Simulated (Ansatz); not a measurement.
# TiO2 (I4_1/amd): the equilibrium volume, part 2 of 2

Aim: the volume at which the pressure of TiO2 (I4_1/amd) vanishes.

Ansatz 0.2.0; DFT PBE, scalar-relativistic, plane waves, PAW. Earlier steps stand in the parts before.

## (3) Relaxing cell and atoms

Input file input.yaml:

```yaml
crystal:
  lattice:
    - [-1.89126984, 1.89126984, 4.8075107874]
    - [1.89126984, -1.89126984, 4.8075107874]
    - [1.89126984, 1.89126984, -4.8075107874]
  atoms:
    - { symbol: Ti, position: [0.0, 0.0, 0.0] }
    - { symbol: Ti, position: [0.75, 0.25, 0.5] }
    - { symbol: O, position: [0.95715212, 0.45715212, 0.5] }
    - { symbol: O, position: [0.20715212, 0.20715212, 0.0] }
    - { symbol: O, position: [0.54284788, 0.04284788, 0.5] }
    - { symbol: O, position: [0.79284788, 0.79284788, 0.0] }
basis:
  ecutwfc: 420
kpoints:
  mp_grid: { grid: [10, 10, 10] }
hamiltonian:
  xc: pbe
scf:
  occupations: { method: gaussian, width: 0.02 }
output:
  forces: true
  stress: true
  eigenvalues: true
  write_density: true
  write_potential: true
  elf: true
  volumetric_format: npy
relax:
  adjacent_minimum: "off"
  f_tol: 0.005
  max_steps: 80
  cell: { stress_tol: 0.05 }
```

Launch:

```bash
> ansatz run input.yaml --threads 8 --pin off --max-ram 16384MiB --backend cpu --events-out ev --progress --plain --runs-dir out
```

Standard output:

```text
Warning: RAYON_NUM_THREADS=8 ignored (pool sized by the plan → 8); use --threads N
Engine: ansatz 0.2.0, aarch64-unknown-linux-gnu
Pseudopotentials: kind: paw
Pseudopotential: Ti, paw, valence charge 12, recommended cutoff 420 eV (normal), Ti.paw.azcp
Pseudopotential: O, paw, valence charge 6, recommended cutoff 420 eV (normal), O.paw.azcp
Functional definition: PBE
  parameter kappa = 0.804
  parameter beta = 0.06672455060314922
  exchange = pbe_x(kappa = kappa, mu = beta*pi^2/3)
  correlation = pbe_c(beta = beta)
Crystal: 6 atoms, lattice volume = 68.784 Å³
Basis set: ecut = 420 eV, 1333 PW (Γ), exchange–correlation on 80×80×80 points (8 copies of the dense FFT grid, shifted against one another)
Bands: 30, of which v1, the nominal top of the filled ones, is band 24 counted from 1 (23 counted from 0)
Symmetry: 16 space group operations
Space group: I41/amd (ITA 141), of the structure as read, at distance tolerance 4.1e-5 Å
k-points: 102 of 1000
Non-local potential: Ti, projectors of the file, l = 0: 3, l = 1: 2, l = 2: 3, l = 3: 1
Non-local potential: O, projectors of the file, l = 0: 2, l = 1: 2, l = 2: 1
PAW form: soft (Blöchl's): semilocal exchange-correlation on the pseudo side does not see the compensation charge
PAW one-centre angular grid: Ti, 590 points (default); XC on 64 Gauss nodes
PAW one-centre angular grid: O, 110 points (default); XC on 64 Gauss nodes
Initial density: superposition of atomic densities (neutral atoms: chi_scale 0, normalization atom), corrected by the library's trained network
Initial wavefunctions: pseudopotential atomic-orbital guess
Functional: x = pbe(κ = 0.804, μ = 0.2195149727645171), c = pbe(β = 0.06672455060314922)
SCF iter   1: F=—  HF=-7277.486003 eV  |F-HF|=—  |Δ(HF+E_count)|=         —  Δρ=3.38e-3  dr2=2.68e-3  ethr=1.77e-3  ⟨swp⟩=5.5  Hψ=12749  notcnv=0
preconditioner: auto → none  [insulator: Δε(μ)=2.163 eV  Ē_g=9.617 eV  σ=0.020 eV  W_gap=1.00  n_scr=14 (ndim 8)  ℏωp=25.3 eV  f_vac=0.104  D(μ)=0.00/eV (n_scr^D=0)  ε∞_Penn≈7.9]
SCF iter   2: F=—  HF=-7277.487639 eV  |F-HF|=—  |Δ(HF+E_count)|=   1.64e-3  Δρ=2.31e-3  dr2=2.44e-3  ethr=5.57e-6  ⟨swp⟩=2.7  Hψ=6424  notcnv=0  defer=171
SCF iter   3: F=—  HF=-7277.487702 eV  |F-HF|=—  |Δ(HF+E_count)|=   6.28e-5  Δρ=1.48e-3  dr2=9.96e-4  ethr=5.07e-6  ⟨swp⟩=2.0  Hψ=4892  notcnv=0  defer=171
SCF iter   4: F=—  HF=-7277.487841 eV  |F-HF|=—  |Δ(HF+E_count)|=   1.39e-4  Δρ=6.12e-4  dr2=1.54e-4  ethr=2.07e-6  ⟨swp⟩=2.0  Hψ=3503  notcnv=0  defer=171
SCF iter   5: F=—  HF=-7277.487891 eV  |F-HF|=—  |Δ(HF+E_count)|=   4.96e-5  Δρ=1.24e-4  dr2=6.22e-6  ethr=3.22e-7  ⟨swp⟩=2.0  Hψ=3807  notcnv=0  defer=171
SCF iter   6: F=—  HF=-7277.487809 eV  |F-HF|=—  |Δ(HF+E_count)|=   8.18e-5  Δρ=1.27e-5  dr2=2.96e-8  ethr=2.08e-10  ⟨swp⟩=10.0  Hψ=22527  notcnv=0
SCF iter   7: F=-7277.487809 eV  HF=-7277.487809 eV  |F-HF|=1.09e-9  |Δ(HF+E_count)|=   7.17e-8  Δρ=1.78e-6  dr2=7.27e-10  ethr=6.16e-11  ⟨swp⟩=5.9  Hψ=17677  notcnv=0
SCF 1 converged in 7 iterations: F = -7277.487809 eV  dr2 = 7.27e-10
relax step   1: F+E_penalty+E_count = -7277.48780930 eV  Δ(F+E_penalty+E_count) = +0.000e0 eV  max|allowed force component| = 4.808e-2 eV/Å  Δτ_max = 0.0000 Å  P = +3.414 GPa  Ω = 68.784 Å³  (7 SCF iters, dr2 threshold 1.00e-7 eV, accepted)
Crystal: 6 atoms, lattice volume = 69.576 Å³
Basis set: ecut = 420 eV, 1349 PW (Γ), exchange–correlation on 80×80×80 points (8 copies of the dense FFT grid, shifted against one another)
Initial density: handed on by an earlier stage of this run
Initial wavefunctions: those handed on with the density
iter 1 solved again at ethr=6.20e-6 eV; its pass at ethr=3.10e-3 eV (dr2=2.98e-3 eV) is discarded
SCF iter   1: F=—  HF=-7277.495651 eV  |F-HF|=—  |Δ(HF+E_count)|=         —  Δρ=1.97e-3  dr2=2.39e-3  ethr=6.20e-6  ⟨swp⟩=2.0  Hψ=16989  notcnv=0
preconditioner: auto → Resta (q_TF=auto, 2.565 Å⁻¹)  ε∞=8.0  [insulator: Δε(μ)=2.124 eV  Ē_g=9.520 eV  σ=0.020 eV  W_gap=1.00  n_scr=22 (ndim 8)  ℏωp=25.2 eV  f_vac=0.108  D(μ)=0.00/eV (n_scr^D=0)  ε∞_Penn≈8.0]
SCF iter   2: F=—  HF=-7277.495201 eV  |F-HF|=—  |Δ(HF+E_count)|=   4.50e-4  Δρ=9.45e-4  dr2=7.74e-4  ethr=4.99e-6  ⟨swp⟩=2.0  Hψ=5300  notcnv=0
SCF iter   3: F=—  HF=-7277.495100 eV  |F-HF|=—  |Δ(HF+E_count)|=   1.01e-4  Δρ=4.20e-4  dr2=1.91e-4  ethr=1.61e-6  ⟨swp⟩=2.0  Hψ=4867  notcnv=0
SCF iter   4: F=—  HF=-7277.494996 eV  |F-HF|=—  |Δ(HF+E_count)|=   1.04e-4  Δρ=1.72e-4  dr2=4.23e-5  ethr=3.99e-7  ⟨swp⟩=2.1  Hψ=4698  notcnv=0
SCF iter   5: F=—  HF=-7277.495005 eV  |F-HF|=—  |Δ(HF+E_count)|=   8.79e-6  Δρ=3.97e-5  dr2=1.99e-6  ethr=8.81e-8  ⟨swp⟩=2.0  Hψ=4298  notcnv=0
SCF iter   6: F=-7277.495008 eV  HF=-7277.495008 eV  |F-HF|=1.03e-7  |Δ(HF+E_count)|=   2.67e-6  Δρ=8.49e-6  dr2=6.20e-8  ethr=1.25e-9  ⟨swp⟩=10.0  Hψ=22173  notcnv=0
SCF 2 converged in 6 iterations: F = -7277.495008 eV  dr2 = 6.20e-8
relax step   2: F+E_penalty+E_count = -7277.49500789 eV  Δ(F+E_penalty+E_count) = -7.199e-3 eV  max|allowed force component| = 8.111e-3 eV/Å  Δτ_max = 0.0029 Å  P = +0.983 GPa  Ω = 69.576 Å³  energy of the carried Pulay correction = -3.334e-3 eV  (6 SCF iters, dr2 threshold 6.00e-7 eV, accepted)
Crystal: 6 atoms, lattice volume = 69.917 Å³
Basis set: ecut = 420 eV, 1365 PW (Γ), exchange–correlation on 80×80×80 points (8 copies of the dense FFT grid, shifted against one another)
iter 1 solved again at ethr=1.04e-6 eV; its pass at ethr=3.10e-3 eV (dr2=4.99e-4 eV) is discarded
SCF iter   1: F=—  HF=-7277.494811 eV  |F-HF|=—  |Δ(HF+E_count)|=         —  Δρ=7.99e-4  dr2=3.97e-4  ethr=1.04e-6  ⟨swp⟩=2.0  Hψ=16950  notcnv=0
preconditioner: auto → Resta (q_TF=auto, 2.563 Å⁻¹)  ε∞=8.0  [insulator: Δε(μ)=2.127 eV  Ē_g=9.495 eV  σ=0.020 eV  W_gap=1.00  n_scr=22 (ndim 8)  ℏωp=25.1 eV  f_vac=0.108  D(μ)=0.00/eV (n_scr^D=0)  ε∞_Penn≈8.0]
SCF iter   2: F=—  HF=-7277.494647 eV  |F-HF|=—  |Δ(HF+E_count)|=   1.64e-4  Δρ=3.94e-4  dr2=1.30e-4  ethr=8.27e-7  ⟨swp⟩=2.0  Hψ=4692  notcnv=0
SCF iter   3: F=—  HF=-7277.494632 eV  |F-HF|=—  |Δ(HF+E_count)|=   1.53e-5  Δρ=1.76e-4  dr2=3.22e-5  ethr=2.71e-7  ⟨swp⟩=2.0  Hψ=3827  notcnv=0
SCF iter   4: F=—  HF=-7277.494632 eV  |F-HF|=—  |Δ(HF+E_count)|=   2.37e-7  Δρ=7.06e-5  dr2=6.83e-6  ethr=6.70e-8  ⟨swp⟩=2.0  Hψ=4695  notcnv=0
SCF iter   5: F=-7277.494634 eV  HF=-7277.494634 eV  |F-HF|=4.09e-7  |Δ(HF+E_count)|=   2.01e-6  Δρ=1.65e-5  dr2=3.23e-7  ethr=1.25e-9  ⟨swp⟩=7.1  Hψ=20385  notcnv=0
SCF 3 converged in 5 iterations: F = -7277.494634 eV  dr2 = 3.23e-7
relax step   3: F+E_penalty+E_count = -7277.49463415 eV  Δ(F+E_penalty+E_count) = +3.737e-4 eV  max|allowed force component| = 2.581e-3 eV/Å  Δτ_max = 0.0019 Å  P = +0.010 GPa  Ω = 69.917 Å³  energy of the carried Pulay correction = -4.754e-3 eV  (5 SCF iters, dr2 threshold 6.00e-7 eV, accepted)
Initial wavefunctions: pseudopotential atomic-orbital guess (no wavefunctions were taken with the density)
iter 1 solved again at ethr=1.48e-8 eV; its pass at ethr=3.10e-3 eV (dr2=7.11e-6 eV) is discarded
SCF iter   1: F=—  HF=-7277.499717 eV  |F-HF|=—  |Δ(HF+E_count)|=         —  Δρ=2.02e-4  dr2=3.16e-6  ethr=1.48e-8  ⟨swp⟩=3.1  Hψ=20988  notcnv=0
preconditioner: auto → Resta (q_TF=auto, 2.563 Å⁻¹)  ε∞=8.0  [insulator: Δε(μ)=2.132 eV  Ē_g=9.499 eV  σ=0.020 eV  W_gap=1.00  n_scr=22 (ndim 8)  ℏωp=25.1 eV  f_vac=0.107  D(μ)=0.00/eV (n_scr^D=0)  ε∞_Penn≈8.0]
SCF iter   2: F=—  HF=-7277.499809 eV  |F-HF|=—  |Δ(HF+E_count)|=   9.25e-5  Δρ=1.03e-4  dr2=1.57e-6  ethr=6.59e-9  ⟨swp⟩=2.0  Hψ=4692  notcnv=0
SCF iter   3: F=—  HF=-7277.499861 eV  |F-HF|=—  |Δ(HF+E_count)|=   5.21e-5  Δρ=4.98e-5  dr2=4.51e-7  ethr=3.28e-9  ⟨swp⟩=2.0  Hψ=4147  notcnv=0
SCF iter   4: F=—  HF=-7277.499874 eV  |F-HF|=—  |Δ(HF+E_count)|=   1.21e-5  Δρ=5.99e-6  dr2=4.58e-8  ethr=9.39e-10  ⟨swp⟩=2.1  Hψ=4230  notcnv=0
SCF iter   5: F=—  HF=-7277.499874 eV  |F-HF|=—  |Δ(HF+E_count)|=   2.24e-8  Δρ=2.48e-6  dr2=6.83e-9  ethr=9.55e-11  ⟨swp⟩=2.0  Hψ=4181  notcnv=0
SCF iter   6: F=—  HF=-7277.499874 eV  |F-HF|=—  |Δ(HF+E_count)|=   2.05e-8  Δρ=4.35e-7  dr2=9.72e-11  ethr=1.42e-11  ⟨swp⟩=2.0  Hψ=4663  notcnv=0
SCF iter   7: F=-7277.499874 eV  HF=-7277.499874 eV  |F-HF|=1.82e-12  |Δ(HF+E_count)|=  1.75e-10  Δρ=5.00e-8  dr2=1.41e-12  ethr=1.00e-12  ⟨swp⟩=6.0  Hψ=13320  notcnv=0
SCF 4 converged in 7 iterations: F = -7277.499874 eV  dr2 = 1.41e-12
relax step   4: F+E_penalty+E_count = -7277.49987363 eV  Δ(F+E_penalty+E_count) = -5.239e-3 eV  max|allowed force component| = 2.495e-3 eV/Å  Δτ_max = 0.0000 Å  P = +0.149 GPa  Ω = 69.917 Å³  stress off target by 2.09e-1 GPa  SCF on the basis re-selected at this cell (its energy is not comparable with the rows above)  (7 SCF iters)
basis re-selected at this cell: Δ(F+E_penalty+E_count) = -5.239e-3 eV, ΔP = +0.139 GPa vs the last step (what re-selecting the basis moved, of the pressure what is left beyond the Pulay correction that the steps carried, after the strain that the cell walked since its last selection, with what the two solves' SCF thresholds leave and, on support functions, any second-order correction that the steps lacked; it is no measure of the basis error at this ecutwfc). This SCF's stress stands 2.09e-1 GPa from its target on what of the cell is left free (relax.cell.stress_tol is 5.00e-2 GPa) and its largest allowed force component is 2.49e-3 eV/Å (relax.f_tol is 5.00e-3 eV/Å): not within both, so this SCF does not close the relaxation
Crystal: 6 atoms, lattice volume = 69.988 Å³
iter 1 solved again at ethr=3.85e-8 eV; its pass at ethr=3.10e-3 eV (dr2=1.85e-5 eV) is discarded
SCF iter   1: F=—  HF=-7277.499730 eV  |F-HF|=—  |Δ(HF+E_count)|=         —  Δρ=1.77e-4  dr2=1.31e-5  ethr=3.85e-8  ⟨swp⟩=2.9  Hψ=17243  notcnv=0
preconditioner: auto → Resta (q_TF=auto, 2.562 Å⁻¹)  ε∞=8.0  [insulator: Δε(μ)=2.134 eV  Ē_g=9.494 eV  σ=0.020 eV  W_gap=1.00  n_scr=22 (ndim 8)  ℏωp=25.1 eV  f_vac=0.108  D(μ)=0.00/eV (n_scr^D=0)  ε∞_Penn≈8.0]
SCF iter   2: F=—  HF=-7277.499632 eV  |F-HF|=—  |Δ(HF+E_count)|=   9.81e-5  Δρ=1.01e-4  dr2=4.23e-6  ethr=2.72e-8  ⟨swp⟩=2.0  Hψ=4432  notcnv=0
SCF iter   3: F=—  HF=-7277.499632 eV  |F-HF|=—  |Δ(HF+E_count)|=   4.48e-7  Δρ=5.62e-5  dr2=1.56e-6  ethr=8.82e-9  ⟨swp⟩=2.1  Hψ=4052  notcnv=0
SCF iter   4: F=-7277.499633 eV  HF=-7277.499633 eV  |F-HF|=6.39e-8  |Δ(HF+E_count)|=   4.50e-7  Δρ=1.04e-5  dr2=6.66e-8  ethr=2.28e-10  ⟨swp⟩=6.9  Hψ=19821  notcnv=0
SCF 5 converged in 4 iterations: F = -7277.499633 eV  dr2 = 6.66e-8
relax step   5: F+E_penalty+E_count = -7277.49963271 eV  Δ(F+E_penalty+E_count) = +2.409e-4 eV  max|allowed force component| = 1.192e-3 eV/Å  Δτ_max = 0.0017 Å  P = +0.006 GPa  Ω = 69.988 Å³  energy of the carried Pulay correction = -3.049e-4 eV  (4 SCF iters, dr2 threshold 1.09e-7 eV, accepted)
iter 1 solved again at ethr=6.14e-9 eV; its pass at ethr=3.10e-3 eV (dr2=2.95e-6 eV) is discarded
SCF iter   1: F=—  HF=-7277.499899 eV  |F-HF|=—  |Δ(HF+E_count)|=         —  Δρ=7.33e-5  dr2=1.60e-7  ethr=6.14e-9  ⟨swp⟩=3.6  Hψ=22117  notcnv=0
preconditioner: auto → Resta (q_TF=auto, 2.562 Å⁻¹)  ε∞=8.0  [insulator: Δε(μ)=2.135 eV  Ē_g=9.495 eV  σ=0.020 eV  W_gap=1.00  n_scr=22 (ndim 8)  ℏωp=25.1 eV  f_vac=0.107  D(μ)=0.00/eV (n_scr^D=0)  ε∞_Penn≈8.0]
SCF iter   2: F=—  HF=-7277.499860 eV  |F-HF|=—  |Δ(HF+E_count)|=   3.86e-5  Δρ=3.74e-5  dr2=7.00e-8  ethr=3.33e-10  ⟨swp⟩=2.7  Hψ=5581  notcnv=0
SCF iter   3: F=—  HF=-7277.499879 eV  |F-HF|=—  |Δ(HF+E_count)|=   1.87e-5  Δρ=1.37e-5  dr2=3.04e-8  ethr=1.46e-10  ⟨swp⟩=2.0  Hψ=4261  notcnv=0
SCF iter   4: F=—  HF=-7277.499881 eV  |F-HF|=—  |Δ(HF+E_count)|=   2.33e-6  Δρ=2.46e-6  dr2=2.73e-9  ethr=6.34e-11  ⟨swp⟩=2.0  Hψ=4069  notcnv=0
SCF iter   5: F=—  HF=-7277.499881 eV  |F-HF|=—  |Δ(HF+E_count)|=   4.54e-8  Δρ=8.00e-7  dr2=3.35e-10  ethr=5.69e-12  ⟨swp⟩=2.0  Hψ=4103  notcnv=0
SCF iter   6: F=-7277.499881 eV  HF=-7277.499881 eV  |F-HF|=2.46e-11  |Δ(HF+E_count)|=   6.72e-9  Δρ=1.71e-7  dr2=1.36e-11  ethr=1.00e-12  ⟨swp⟩=4.3  Hψ=14452  notcnv=0
SCF 6 converged in 6 iterations: F = -7277.499881 eV  dr2 = 1.36e-11
relax step   6: F+E_penalty+E_count = -7277.49988148 eV  Δ(F+E_penalty+E_count) = -2.488e-4 eV  max|allowed force component| = 1.210e-3 eV/Å  Δτ_max = 0.0000 Å  P = +0.010 GPa  Ω = 69.988 Å³  stress off target by 4.27e-2 GPa  SCF on the basis re-selected at this cell (its energy is not comparable with the rows above)  (6 SCF iters)
basis re-selected at this cell: Δ(F+E_penalty+E_count) = -2.488e-4 eV, ΔP = +0.004 GPa vs the last step (what re-selecting the basis moved, of the pressure what is left beyond the Pulay correction that the steps carried, after the strain that the cell walked since its last selection, with what the two solves' SCF thresholds leave and, on support functions, any second-order correction that the steps lacked; it is no measure of the basis error at this ecutwfc). This SCF's stress stands 4.27e-2 GPa from its target on what of the cell is left free (relax.cell.stress_tol is 5.00e-2 GPa) and its largest allowed force component is 1.21e-3 eV/Å (relax.f_tol is 5.00e-3 eV/Å): within both
SCF converged after 6 iterations
Free energy (F): -7277.499881 eV
Harris-Foulkes:  -7277.499881 eV  (|F-HF|=2.46e-11)
Internal energy: -7277.499881 eV  (E = F + TS)
E sigma→0 (E₀):  -7277.499881 eV
Fermi energy:    8.031777 eV
--- Per-component energies (eV) ---
  E_band       = -471.277997
  E_kinetic    = 1244.866128
  E_local      = -3616.079410  (includes V_loc(G=0)·N_el)
  E_nonlocal   = 196.372323
  E_hartree    = 1401.054515
  E_xc         = -492.101567
  E_vxc        = -623.122974  (∫ρ·V_xc dr)
  E_paw        = -2721.733817  (= ΣΔE_a)
  E_vpaw       = -475.433290  (= ΣTr[D̂ρ^β])
  E_aug_tail   = 0.010155  (compensation charges beyond the density's cutoff)
  E_ewald      = -3289.888208
  E_smearing   = -0.000000  (= −TS)
  E_closure    = 0.000000  (closes the sum)
  Σ components = -7277.499881   (vs F -7277.499881, Δ=0.00e0)
--- Forces (eV/Å), atoms counted from 1 ---
  atom   1  Ti     0.00000000     0.00000000     0.00000000
  atom   2  Ti    -0.00000000    -0.00000000     0.00000000
  atom   3  O     -0.00000000     0.00000000     0.00121000
  atom   4  O      0.00000000     0.00000000     0.00121000
  atom   5  O      0.00000000    -0.00000000    -0.00121000
  atom   6  O     -0.00000000     0.00000000    -0.00121000
  max |Σ_I F_I| component: 7.59e-18 eV/Å
--- Stress (GPa, compression-positive) ---
       -0.006595      -0.000000       0.000000
       -0.000000      -0.006595      -0.000000
       -0.000000      -0.000000       0.042668
  P = ⅓ Tr σ = 0.0098 GPa (0.098 kbar)
--- Band table (eV; the first three rows and the last of 102) ---
  k-point 0: bands = ["-49.4288", "-49.3770", "-25.8692", "-25.6527", "-25.6527", "-25.5907", "-25.5907", "-25.5140", "-10.5818", "-9.5620", "-9.4885", "-9.1078", "3.0921", "3.1959", "3.1959", "3.5992", "4.9839", "4.9839", "5.0111", "6.1820", "6.1820", "6.1906", "6.5542", "6.5542", "9.0993", "9.7675", "10.9560", "10.9560", "10.9616", "10.9616"]
  k-point 1: bands = ["-49.4272", "-49.3779", "-25.8680", "-25.6692", "-25.6585", "-25.6000", "-25.5911", "-25.5112", "-10.4896", "-9.5073", "-9.4498", "-9.0839", "2.9968", "3.0803", "3.0863", "3.6136", "4.7909", "5.0728", "5.1208", "5.9631", "5.9821", "6.0955", "6.2370", "6.6691", "9.5077", "9.8301", "10.5330", "10.7377", "10.7945", "10.9070"]
  k-point 2: bands = ["-49.4225", "-49.3806", "-25.8649", "-25.7089", "-25.6730", "-25.6245", "-25.5900", "-25.5091", "-10.2351", "-9.3698", "-9.3436", "-9.0234", "2.6289", "2.8478", "3.0395", "3.7096", "4.3879", "4.8723", "5.0807", "5.3417", "5.4058", "5.8482", "6.3823", "6.7739", "9.8654", "10.0888", "10.2570", "10.5613", "10.6013", "11.0310"]
  k-point 101: bands = ["-49.4030", "-49.4030", "-25.6945", "-25.6945", "-25.6732", "-25.6732", "-25.5700", "-25.5700", "-10.0368", "-10.0368", "-9.3555", "-9.3555", "3.2735", "3.2735", "3.3445", "3.3445", "5.0053", "5.0053", "5.6446", "5.6446", "5.7408", "5.7408", "6.8728", "6.8728", "9.4226", "9.4226", "10.6839", "10.6839", "11.2432", "11.2432"]
--- Relaxed structure (4 steps of the walk, 4 accepted, 2 SCFs on fresh bases) ---
  F+E_penalty+E_count = -7277.49988148 eV   max|allowed force component| = 1.210e-3 eV/Å   (the final SCF, on the basis selected at the relaxed cell)
  cell:  # Å, volume = 69.9883 Å³
    - [-1.8995999942002522, 1.8995999942002522, 4.848873193759167]
    - [1.8995999942002522, -1.8995999942002522, 4.848873193759167]
    - [1.8995999942002522, 1.8995999942002522, -4.848873193759167]
  atoms:
    - { symbol: Ti, position: [-4.5104513351362185e-20, -4.5104513351362125e-20, -1.3325755187652035e-35] }
    - { symbol: Ti, position: [0.75, 0.24999999999999997, 0.49999999999999994] }
    - { symbol: O, position: [0.9564814581700518, 0.45648145817005176, 0.49999999999999994] }
    - { symbol: O, position: [0.2064814581700517, 0.2064814581700517, -1.610556709430503e-35] }
    - { symbol: O, position: [0.5435185418299483, 0.04351854182994832, 0.5] }
    - { symbol: O, position: [0.7935185418299483, 0.7935185418299483, -1.756446193869778e-34] }
```

Wall time 11 s (8 threads of Arm Neoverse V2, shared host); peak memory 0.6 GiB.

How the relaxation went:

```
step  energy from step 1 (meV/atom)  largest force component (eV/Å)  pressure (GPa)  volume (Å³/atom)
   1                            0.0                           0.048            3.41            11.464
   2                           -1.2                           0.008            0.98            11.596
   3                           -1.1                           0.003            0.01            11.653
   4                           -2.0                           0.002            0.15            11.653
   5                           -2.0                           0.001            0.01            11.665
   6                           -2.0                           0.001            0.01            11.665
```

Step 1 is the start. Step 4 repeats a cell on a basis chosen anew, so the energy can jump there without a move. Step 6 repeats the geometry before it on a plane-wave basis chosen anew for the final cell, which leaves the energy as it was. The run keeps the 16 symmetry operations that it found, so it can't reach a distortion that breaks them.

This gives: volume 11.665 Å³/atom, pressure 0.01 GPa, mesh gap 2.14 eV.

## (4) The cell, before and after

How the cell compares, before and after:

| cell as typed | before | after | change |
| --- | --- | --- | --- |
| a (Å) | 5.501 | 5.543 | +0.8 % |
| b (Å) | 5.501 | 5.543 | +0.8 % |
| c (Å) | 5.501 | 5.543 | +0.8 % |
| α (°) | 139.79 | 139.92 | +0.13° |
| β (°) | 139.79 | 139.92 | +0.13° |
| γ (°) | 58.18 | 57.98 | -0.20° |
| volume (Å³/atom) | 11.464 | 11.665 | +1.8 % |
| shortest distance (Å) | 1.936 | 1.946 | +0.5 % |
| space group | I4_1/amd | I4_1/amd | same |

## (5) What came out

This closing draws on all 2 parts. Changes of volume or cell count from the first structure of part 1.

```
         quantity                                                                      value
           volume                                                             11.665 Å³/atom
         pressure                                                                   0.01 GPa
conventional cell  a = 3.799 Å, b = 3.799 Å, c = 9.698 Å, α = 90.00°, β = 90.00°, γ = 90.00°
  gap on the mesh                                                                    2.14 eV
```

From the first run shown, the volume went from 11.46 to 11.66 Å³/atom (+1.8 %) in 2 runs, where the pressure is zero within 0.01 GPa.

The gaps are Kohn-Sham values of a semilocal functional, not quasiparticle or optical gaps. Such gaps usually fall short of the measured ones.
